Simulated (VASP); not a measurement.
# Ta (Im-3m) in VASP: notebook

Runs on Ta. Level: PBE. Tasks: relaxation of cell and atoms, vibrations by finite differences.

All numbers are computed with VASP 6.6.1; they aren't measurements. Logs are shortened: lines on timing, memory, paths and dates and some standing lists are left out, and cuts for length are marked.

## Step 1: The structure

Symmetry: Im-3m, No. 229, cubic system. The conventional cell has a = 3.303 Å, b = 3.303 Å, c = 3.303 Å, α = 90.00°, β = 90.00°, γ = 90.00°. Ta (site symmetry m-3m) is surrounded by 8 Ta at 2.86 Å.

## Step 2: Relaxation of cell and atoms, PBE

Input file INCAR:

```
  PREC = Accurate
  ENCUT = 520
  EDIFF = 1E-7
  ISMEAR = 0
  SIGMA = 0.1
  LREAL = False
  LASPH = True
  NELM = 60
  ALGO = Normal
  ISIF = 3
  LWAVE = False
  LCHARG = False
  GGA = PE
  IBRION = 2
  NSW = 80
  EDIFFG = -0.002
```

Input file KPOINTS:

```
Automatic mesh
0
Gamma
  4 4 4
```

Input file POSCAR:

```
Ta
1.0
   -1.6512800000      1.6512800000      1.6512800000
    1.6512800000     -1.6512800000      1.6512800000
    1.6512800000      1.6512800000     -1.6512800000
Ta
1
Direct
    0.0000000000      0.0000000000      0.0000000000
```

Potentials or basis: VASP PAW PBE potentials, release 64 (Ta_pv).

On the command line:

```console
cat potpaw_PBE.64/Ta_pv/POTCAR > POTCAR
mpirun -np 1 vasp_std > vasp.out
```

OUTCAR:

```text
PREC = Accurate
   ENCUT = 520
   EDIFF = 1E-7
   ISMEAR = 0
   LREAL = False
   LASPH = True
   NELM = 60
   ISIF = 3
   GGA = PE
   IBRION = 2
   NSW = 80
   EDIFFG = -0.002

 ion  position               nearest neighbor table
   1  0.000  0.000  0.000-

  LATTYP: Found a body centered cubic cell.
 ALAT       =     3.3025600000

  Lattice vectors:

 A1 = (  -1.6512800000,   1.6512800000,   1.6512800000)
 A2 = (   1.6512800000,  -1.6512800000,   1.6512800000)
 A3 = (   1.6512800000,   1.6512800000,  -1.6512800000)

Analysis of symmetry for initial positions (statically):
=====================================================================
 Subroutine PRICEL returns:
 Original cell was already a primitive cell.

 Routine SETGRP: Setting up the symmetry group for a
 body centered cubic supercell.

 Subroutine GETGRP returns: Found 48 space group operations
 (whereof 48 operations were pure point group operations)
 out of a pool of 48 trial point group operations.

The static configuration has the point symmetry O_h .

Analysis of symmetry for dynamics (positions and initial velocities):
=====================================================================
 Subroutine PRICEL returns:
 Original cell was already a primitive cell.

 Routine SETGRP: Setting up the symmetry group for a
 body centered cubic supercell.

 Subroutine GETGRP returns: Found 48 space group operations
 (whereof 48 operations were pure point group operations)
 out of a pool of 48 trial point group operations.

The dynamic configuration has the point symmetry O_h .

 Subroutine INISYM returns: Found 48 space group operations
 (whereof 48 operations are pure point group operations),
 and found     1 'primitive' translations

----------------------------------------------------------------------------------------

                                     Primitive cell

  volume of cell :      18.0104

  direct lattice vectors                    reciprocal lattice vectors
    -1.651280000  1.651280000  1.651280000     0.000000000  0.302795407  0.302795407
     1.651280000 -1.651280000  1.651280000     0.302795407  0.000000000  0.302795407
     1.651280000  1.651280000 -1.651280000     0.302795407  0.302795407  0.000000000

  length of vectors
     2.860100858  2.860100858  2.860100858     0.428217371  0.428217371  0.428217371

  position of ions in fractional coordinates (direct lattice)
     0.000000000  0.000000000  0.000000000

  ion indices of the primitive-cell ions
   primitive index   ion index
                 1           1

----------------------------------------------------------------------------------------

 KPOINTS: Automatic mesh

Automatic generation of k-mesh.
 Grid dimensions read from file:
 generate k-points for:    4    4    4

 Generating k-lattice:

  Cartesian coordinates                     Fractional coordinates (reciprocal lattice)
     0.000000000  0.075698852  0.075698852     0.250000000  0.000000000  0.000000000
     0.075698852  0.000000000  0.075698852     0.000000000  0.250000000  0.000000000
     0.075698852  0.075698852  0.000000000     0.000000000  0.000000000  0.250000000

  Length of vectors
     0.107054343  0.107054343  0.107054343

  Shift w.r.t. Gamma in fractional coordinates (k-lattice)
     0.000000000  0.000000000  0.000000000

 Subroutine IBZKPT returns following result:
 ===========================================

 Found      8 irreducible k-points:

 Following reciprocal coordinates:
            Coordinates               Weight
  0.000000  0.000000  0.000000      1.000000
  0.250000  0.000000  0.000000     12.000000
  0.500000  0.000000  0.000000      6.000000
  0.250000  0.250000  0.000000     24.000000
  0.250000  0.250000  0.250000      2.000000
 -0.250000  0.250000  0.250000      6.000000
  0.500000  0.500000  0.250000     12.000000
  0.500000  0.500000  0.500000      1.000000
   k-points           NKPTS =      8   k-points in BZ     NKDIM =      8   number of bands    NBANDS=      9
   number of dos      NEDOS =    301   number of ions     NIONS =      1
   total plane-waves  NPLWV =  13824
   dimension x,y,z NGX =    24 NGY =   24 NGZ =   24
   dimension x,y,z NGXF=    48 NGYF=   48 NGZF=   48
   ions per type =               1
   NGX,Y,Z   is equivalent  to a cutoff of  13.95, 13.95, 13.95 a.u.
   NGXF,Y,Z  is equivalent  to a cutoff of  27.90, 27.90, 27.90 a.u.
 SYSTEM =  unknown system
   PREC   = accura    normal or accurate (medium, high low for compatibility)
   ISTART =      0    job   : 0-new  1-cont  2-samecut
   ICHARG =      2    charge: 1-file 2-atom 10-const
   ISPIN  =      1    spin polarized calculation?
   LNONCOLLINEAR =      F non collinear calculations
   LSORBIT =      F    spin-orbit coupling
   LASPH  =      T    aspherical Exc in radial PAW
   ENCUT  =  520.0 eV  38.22 Ry    6.18 a.u.   5.32  5.32  5.32*2*pi/ulx,y,z
   NELM   =     60;   NELMIN=  2; NELMDL= -5     # of ELM steps
   EDIFF  = 0.1E-06   stopping-criterion for ELM
   LREAL  =      F    real-space projection
   EDIFFG = -.2E-02   stopping-criterion for IOM
   NSW    =     80    number of steps for IOM
   IBRION =      2    ionic relax: 0-MD 1-quasi-New 2-CG
   NFREE  =      1    steps in history (QN), initial steepest desc. (CG)
   ISIF   =      3    stress and relaxation
   ISYM   =      2    0-nonsym 1-usesym 2-fastsym
   POTIM  = 0.5000    time-step for ionic-motion
   TEBEG  =    0.0;   TEEND  =   0.0 temperature during run
   PSTRESS=    0.0 pullay stress
   NELECT =      11.0000    total number of electrons
   NUPDOWN=      -1.0000    fix difference up-down
   EMIN   =  10.00;   EMAX   =-10.00  energy-range for DOS
   EFERMI =   0.00;   METHOD = LEGACY
   ISMEAR =     0;   SIGMA  =   0.10  broadening in eV -4-tet -1-fermi 0-gaus
   EFERMI_NEDOS =   21; number of points for ismear=-14 and -15
   IALGO  =     38    algorithm
   IMIX   =      4    mixing-type and parameters
     AMIX     =   0.40;   BMIX     =  1.00
     AMIX_MAG =   1.60;   BMIX_MAG =  1.00
  volume/ion in A,a.u.               =      18.01       121.54
  Fermi-wavevector in a.u.,A,eV,Ry     =   1.388988  2.624806 26.249534  1.929286
  Thomas-Fermi vector in A             =   2.513061
   LORBIT       =      0    0 simple, 1 ext, 2 COOP (PROOUT), +10 PAW based schemes
   GGA     = PE    functional components
   LHFCALC =     F    Hartree Fock is set to
   AEXX    =    0.0000 exact exchange contribution
   IVDW    =     0    specifies the selected vdW correction
   LEPSILON=     F    determine dielectric tensor
   LRPA    =     F    only Hartree local field effects (RPA)
 conjugate gradient relaxation of ions
 non-spin polarized calculation
 Gauss-broadening in eV      SIGMA  =   0.10
  energy-cutoff  :      520.00
  volume of cell :       18.01
 maximum number of plane-waves:       496
 NGX is ok and might be reduce to    24
   NGX = 11   NGY = 11   NGZ = 11

--------------------------------------- Ionic step        1  -------------------------------------------

 number of electron      11.0000002 magnetization

 Free energy of the ion-electron system (eV)
  ---------------------------------------------------
  ext. energy  EPLUGINS =         0.00000000
  ---------------------------------------------------
  free energy    TOTEN  =       -11.90619063 eV

  energy without entropy =      -11.89584372  energy(sigma->0) =      -11.90101717

------------------------ aborting loop because EDIFF is reached ----------------------------------------

  FORCE on cell =-STRESS in cart. coord.  units (eV):
  Direction    XX          YY          ZZ          XY          YZ          ZX
  --------------------------------------------------------------------------------------
  -------------------------------------------------------------------------------------
  Total        0.3683131      0.3683131      0.3683131      0.0000000     -0.0000000     -0.0000000
  in kB       32.7646524     32.7646524     32.7646524      0.0000000     -0.0000000     -0.0000000
  external PRESSURE =      32.7646524 kB  Pullay stress =       0.0000000 kB

 VOLUME and BASIS-vectors are now :
 -----------------------------------------------------------------------------
  energy-cutoff  :      520.00
  volume of cell :       18.01
      direct lattice vectors                 reciprocal lattice vectors
    -1.651280000  1.651280000  1.651280000     0.000000000  0.302795407  0.302795407
     1.651280000 -1.651280000  1.651280000     0.302795407  0.000000000  0.302795407
     1.651280000  1.651280000 -1.651280000     0.302795407  0.302795407  0.000000000
[... 71 lines left out ...]
 POSITION                                       TOTAL-FORCE (eV/Angst)
 -----------------------------------------------------------------------------------
      0.00000      0.00000     -0.00000         0.000000      0.000000     -0.000000
 -----------------------------------------------------------------------------------
    total drift:                               -0.000000      0.000000     -0.000000

  FREE ENERGIE OF THE ION-ELECTRON SYSTEM (eV)
  ---------------------------------------------------
  free  energy   TOTEN  =       -11.9088947734 eV

  energy  without entropy=      -11.8985478548  energy(sigma->0) =      -11.90372131

[... ionic steps 4 to 13 ...]

--------------------------------------- Ionic step       14  -------------------------------------------

 number of electron      11.0000001 magnetization

------------------------ aborting loop because EDIFF is reached ----------------------------------------

  FORCE on cell =-STRESS in cart. coord.  units (eV):
  Direction    XX          YY          ZZ          XY          YZ          ZX
  --------------------------------------------------------------------------------------
  -------------------------------------------------------------------------------------
  Total        0.0029507      0.0029507      0.0029507     -0.0000000     -0.0000000     -0.0000000
  in kB        0.2586472      0.2586472      0.2586472     -0.0000000     -0.0000000     -0.0000000
  external PRESSURE =       0.2586472 kB  Pullay stress =       0.0000000 kB

 VOLUME and BASIS-vectors are now :
 -----------------------------------------------------------------------------
  energy-cutoff  :      520.00
  volume of cell :       18.28
      direct lattice vectors                 reciprocal lattice vectors
    -1.659423811  1.659423811  1.659423811     0.000000000  0.301309404  0.301309404
     1.659423811 -1.659423811  1.659423811     0.301309404  0.000000000  0.301309404
     1.659423811  1.659423811 -1.659423811     0.301309404  0.301309404  0.000000000
[... 36 lines left out ...]
 POSITION                                       TOTAL-FORCE (eV/Angst)
 -----------------------------------------------------------------------------------
     -1.65944      1.65944      1.65944        -0.000000     -0.000000      0.000000
 -----------------------------------------------------------------------------------
    total drift:                               -0.000000     -0.000000      0.000000

  FREE ENERGIE OF THE ION-ELECTRON SYSTEM (eV)
  ---------------------------------------------------
  free  energy   TOTEN  =       -11.9088954119 eV

  energy  without entropy=      -11.8985484933  energy(sigma->0) =      -11.90372195

--------------------------------------- Ionic step       16  -------------------------------------------

 number of electron      11.0000001 magnetization

 Free energy of the ion-electron system (eV)
  ---------------------------------------------------
  ext. energy  EPLUGINS =         0.00000000
  ---------------------------------------------------
  free energy    TOTEN  =       -11.90889537 eV

  energy without entropy =      -11.89854845  energy(sigma->0) =      -11.90372191

 E-fermi :   5.2985     XC(G=0): -12.5447

 val. band max:        5.2836499779   @ k =   0.2500   0.0000   0.0000
 cond. band min:       6.0931872934   @ k =   0.0000   0.0000   0.0000
 fundamental gap:      0.8095373155
 Fermi energy:         5.2985295124

 k-point     1 :       0.0000    0.0000    0.0000
  band No.  band energies     occupation
      1     -27.7762      2.00000
      2     -27.7762      2.00000
      3     -27.7762      2.00000
      4      -2.4920      2.00000
      5       6.0932      0.00000
      6       6.0932      0.00000
      7       6.0932      0.00000
      8       9.3162      0.00000
      9       9.3162      0.00000

 k-point     2 :       0.2500    0.0000    0.0000
  band No.  band energies     occupation
      1     -28.3579      2.00000
      2     -27.9605      2.00000
      3     -27.7794      2.00000
      4      -0.2284      2.00000
      5       4.8331      2.00000
      6       5.2836      1.16667
      7       8.6419      0.00000
      8       8.7376      0.00000
      9       9.4987      0.00000
[... 92 lines left out ...]
 POSITION                                       TOTAL-FORCE (eV/Angst)
 -----------------------------------------------------------------------------------
      1.65948     -1.65948      1.65948         0.000000     -0.000000      0.000000
 -----------------------------------------------------------------------------------
    total drift:                               -0.000000     -0.000000      0.000000

  FREE ENERGIE OF THE ION-ELECTRON SYSTEM (eV)
  ---------------------------------------------------
  free  energy   TOTEN  =       -11.9088953712 eV

  energy  without entropy=      -11.8985484526  energy(sigma->0) =      -11.90372191

 reached required accuracy - stopping structural energy minimisation
```

Wall time 9.4 s (1 thread of Intel Xeon 6975P-C (Granite Rapids), shared host); peak memory 0.14 GiB.

Results:

| Property | Result |
| --- | --- |
| Free energy | -11.9089 eV |
| Relaxed volume | 18.28 Å³/atom |
| Relaxed cell | a = 2.874 Å, b = 2.874 Å, c = 2.874 Å, α = 109.47°, β = 109.47°, γ = 109.47° |
| Space group after relaxing (to 0.05 Å) | Im-3m (No. 229) |
| Energy gained by relaxing | 2.7 meV/atom |
| Ionic steps | 16 |
| Pressure after relaxing | 0.0 GPa |
| Band gap on the k mesh | none (metal or under the smearing width) |

The path:
| step | energy change (eV) | largest force (eV/Å) | pressure (GPa) | volume (Å³) |
| --- | --- | --- | --- | --- |
| 1 | 0.0000 | 0.0000 | 3.28 | 18.01 |
| 2 | 0.0145 | 0.0000 | -7.50 | 18.99 |
| 3 | -0.0027 | 0.0000 | -0.04 | 18.28 |
| 4 | -0.0027 | 0.0000 | 0.03 | 18.28 |
| 5 | -0.0027 | 0.0000 | 0.03 | 18.28 |
| 6 | -0.0027 | 0.0000 | 0.03 | 18.28 |
| 7 | -0.0027 | 0.0000 | 0.02 | 18.28 |
| 8 | -0.0027 | 0.0000 | 0.02 | 18.28 |
| 9 | -0.0027 | 0.0000 | 0.02 | 18.28 |
| 10 | -0.0027 | 0.0000 | 0.02 | 18.28 |
| 11 | -0.0027 | 0.0000 | 0.02 | 18.28 |
| 12 | -0.0027 | 0.0000 | 0.02 | 18.28 |
| 13 | -0.0027 | 0.0000 | 0.02 | 18.28 |
| 14 | -0.0027 | 0.0000 | 0.03 | 18.28 |
| 15 | -0.0027 | 0.0000 | 0.03 | 18.28 |
| 16 | -0.0027 | 0.0000 | 0.00 | 18.28 |

Final structure:
```yaml
crystal:
  lattice:
    - [-1.65948, 1.65948, 1.65948]
    - [1.65948, -1.65948, 1.65948]
    - [1.65948, 1.65948, -1.65948]
  atoms:
    - { symbol: Ta, position: [0.00000, 0.00000, 0.00000] }
```

Caveat: the k mesh is coarse (spacing up to 0.67 Å⁻¹), so the values aren't converged. Zero-point motion and thermal expansion aren't in these numbers.

## Step 3: Relaxation of cell and atoms, PBE

This run uses another cell than the first one, of 18.28 Å³/atom, 1.015 times its volume.

INCAR is that of step 2.

KPOINTS is that of step 2.

Input file POSCAR:

```
Ta                                      
1.0
   -1.6594764652      1.6594764652      1.6594764652
    1.6594764652     -1.6594764652      1.6594764652
    1.6594764652      1.6594764652     -1.6594764652
  Ta            
     1
Direct
     0.0000000000000000    1.0000000000000000    0.0000000000000000
```

Potentials or basis: VASP PAW PBE potentials, release 64 (Ta_pv).

On the command line:

```console
cat potpaw_PBE.64/Ta_pv/POTCAR > POTCAR
mpirun -np 1 vasp_std > vasp.out
```

Run time: 1.7 s. Hardware: 1 thread of Intel Xeon 6975P-C (Granite Rapids), shared host; peak memory 0.13 GiB.

It converged, with:

```
Free energy             : -11.9089 eV
Pressure after relaxing : 0.0 GPa
Band gap on the k mesh  : none (metal or under the smearing width)
```

Final structure:
```
Ta
1.0
    -1.65948    1.65948    1.65948
     1.65948   -1.65948    1.65948
     1.65948    1.65948   -1.65948
Ta
1
Direct
  0.00000 0.00000 0.00000
```

Levels at points of the mesh, in eV from the Fermi level:
```
           k point  band 2  band 3  band 4  band 5  band 6  band 7  band 8  band 9
(0.00, 0.00, 0.00)  -33.07  -33.07   -7.79    0.79    0.79    0.79    4.02    4.02
(0.50, 0.00, 0.00)  -33.44  -33.08   -4.25   -1.44    1.59    3.89    4.90    7.71
(0.50, 0.50, 0.50)  -33.86  -33.86   -3.65   -3.65    6.77    6.77    6.77    8.59
```

Caveat: the k mesh is coarse (spacing up to 0.67 Å⁻¹), so the values aren't converged; the relaxation stopped at its first step, so nothing moved. The run has no spin-orbit coupling, so splittings on Ta are missing.

## Step 4: Vibrations by finite differences, PBE

This run uses another cell than the first one, of 18.28 Å³/atom, 1.015 times its volume.

Input file INCAR:

```
PREC = Accurate
ENCUT = 520
EDIFF = 1E-8
ISMEAR = 0
SIGMA = 0.1
LREAL = F
LASPH = T
NELM = 60
ALGO = Normal
ISIF = 3
LWAVE = F
LCHARG = F
GGA = PE
NBANDS = 12
IBRION = 6
NFREE = 2
POTIM = 0.015
NSW = 1
```

Input file KPOINTS:

```
regular mesh
0
Gamma
  4 4 4
```

POSCAR: that of step 3 with these lines changed.

```diff
@@ -8,2 +8,2 @@
 Direct
-     0.0000000000000000    1.0000000000000000    0.0000000000000000
+     0.0000000000000000    0.0000000000000000    0.0000000000000000
```

On the command line:

```console
cat potpaw_PBE.64/Ta_pv/POTCAR > POTCAR
mpirun -np 1 vasp_std > vasp.out
```

Run time: 23 s. Hardware: 1 thread of Intel Xeon 6975P-C (Granite Rapids), shared host; peak memory 0.14 GiB.

Results (log left out):

| Property | Result |
| --- | --- |
| Elastic constants C11, C12, C44 | 330, 156, 59 GPa |
| Voigt bulk modulus | 214 GPa |

Elastic tensor in Voigt notation (GPa, in the Cartesian axes of the cell as first typed):
```
330 156 156   0   0   0
156 330 156   0   0   0
156 156 330   0   0   0
  0   0   0  59   0   0
  0   0   0   0  59   0
  0   0   0   0   0  59
```

Clamped-ion elastic tensor (GPa):
```
330 156 156   0   0   0
156 330 156   0   0   0
156 156 330   0   0   0
  0   0   0  59   0   0
  0   0   0   0  59   0
  0   0   0   0   0  59
```

Caveat: the k mesh is coarse (spacing up to 0.67 Å⁻¹), so the values aren't converged; elastic constants of metals need much finer meshes, so these are rough. Spin-orbit coupling is left out, which matters for the levels of Ta.
